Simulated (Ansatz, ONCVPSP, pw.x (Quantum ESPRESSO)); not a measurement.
**pw.x on diamond Hf: one setting changed**

Potential: optimised norm-conserving Vanderbilt (ONCV), ONCVPSP 4.0.1.1 (patched build), PBE; core [Kr] 4d10 4f14, reference 5s2 5p6 5d2 6s1.5 6p0.5; waves: 5s+6s: rc 2.20 bohr, ncon 4, nbas 7, qcut 6.4 1/bohr, 3 projectors, debl 0.7 Ha; 5p+6p: rc 2.00 bohr, ncon 5, nbas 9, qcut 7.3 1/bohr, 2 projectors; 5d: rc 3.15 bohr, ncon 4, nbas 9, qcut 5.3 1/bohr, 1 projector; f scattering state at 0.45 Ha: rc 2.80 bohr, ncon 3, nbas 6, qcut 3.8 1/bohr, 2 projectors, debl 3.8 Ha; local part: polynomial inside 1.75 bohr (lpopt 5, dvloc0 6 Ha); core correction: Teter function, fcfact 2.25, rcfact 1.05.

The reference run (k-mesh 8³, cutoffs 50/200 Ry, Fermi–Dirac 0.01 Ry, mixing_beta 0.4, conv_thr 1e-9, no spin) gives 0.31 GPa at 35.245 Å³/atom, where all-electron LAPW gives 0.00 GPa. This run, with its own iteration cap, changes degauss to 0.005.

```
&control
  calculation='scf', prefix='x', pseudo_dir='./', outdir='./tmp', tstress=.true., disk_io='none'
/
&system
  ibrav=0, nat=2, ntyp=1, ecutwfc=50, ecutrho=200, nbnd=21,
  occupations='smearing', smearing='fd', degauss=0.005
/
&electrons
  conv_thr=1e-09, mixing_beta=0.4, electron_maxstep=60
/
ATOMIC_SPECIES
Hf 1.0 Hf.UPF
CELL_PARAMETERS angstrom
  0.00000000 3.27868106 3.27868106
  3.27868106 0.00000000 3.27868106
  3.27868106 3.27868106 0.00000000
ATOMIC_POSITIONS crystal
Hf 0.0000 0.0000 0.0000
Hf 0.2500 0.2500 0.2500
K_POINTS automatic
8 8 8 0 0 0
```

```bash
pw.x < Hf.scf.in > Hf.scf.out
```

**Question.** How does the run end?

**Answer.** It converges in 8 iterations; the free energy moves by +58.4 meV/atom and the pressure by -0.09 GPa. In a metal, with Fermi–Dirac smearing, F lies below its zero-width value by a term in the square of the width.

```
Message from routine setup:
     using ibrav=0 with symmetry is DISCOURAGED, use correct ibrav instead
     lattice parameter (alat)  =       8.7622  a.u.
     unit-cell volume          =     475.6901 (a.u.)^3
     number of electrons       =        24.00
     number of Kohn-Sham states=           21
     kinetic-energy cutoff     =      50.0000  Ry
     charge density cutoff     =     200.0000  Ry
     scf convergence threshold =      1.0E-09
     Exchange-correlation= PBE
     number of k points=    29  Fermi-Dirac smearing, width (Ry)=  0.0050
     iteration #  1     ecut=    50.00 Ry     beta= 0.40
     total energy              =    -202.59013705 Ry
     estimated scf accuracy    <       0.01475236 Ry
     iteration #  2     ecut=    50.00 Ry     beta= 0.40
     total energy              =    -202.58975757 Ry
     estimated scf accuracy    <       0.00462331 Ry
     iteration #  3     ecut=    50.00 Ry     beta= 0.40
     total energy              =    -202.59003130 Ry
     estimated scf accuracy    <       0.00009575 Ry
     [... 2 iterations left out ...]
     iteration #  6     ecut=    50.00 Ry     beta= 0.40
     total energy              =    -202.59004114 Ry
     estimated scf accuracy    <       0.00000008 Ry
     iteration #  7     ecut=    50.00 Ry     beta= 0.40
     total energy              =    -202.59004116 Ry
     estimated scf accuracy    <          3.4E-09 Ry
     iteration #  8     ecut=    50.00 Ry     beta= 0.40
     the Fermi energy is     7.6604 ev
!    total energy              =    -202.59004116 Ry
     estimated scf accuracy    <          8.3E-11 Ry
     smearing contrib. (-TS)   =      -0.00594586 Ry
     The total energy is F=E-TS. E is the sum of the following terms:
     one-electron contribution =     -95.81821720 Ry
     hartree contribution      =      47.65008644 Ry
     xc contribution           =     -29.21861150 Ry
     ewald contribution        =    -125.19735304 Ry
     convergence has been achieved in   8 iterations
          total   stress  (Ry/bohr**3)                   (kbar)     P=        2.25
     Message from routine punch:
     Nothing written, as per user request (disk_io='none')
```

The run took about 21 s on one core of a shared host (Neoverse-V2, 192 threads, 742 GiB, load 196).
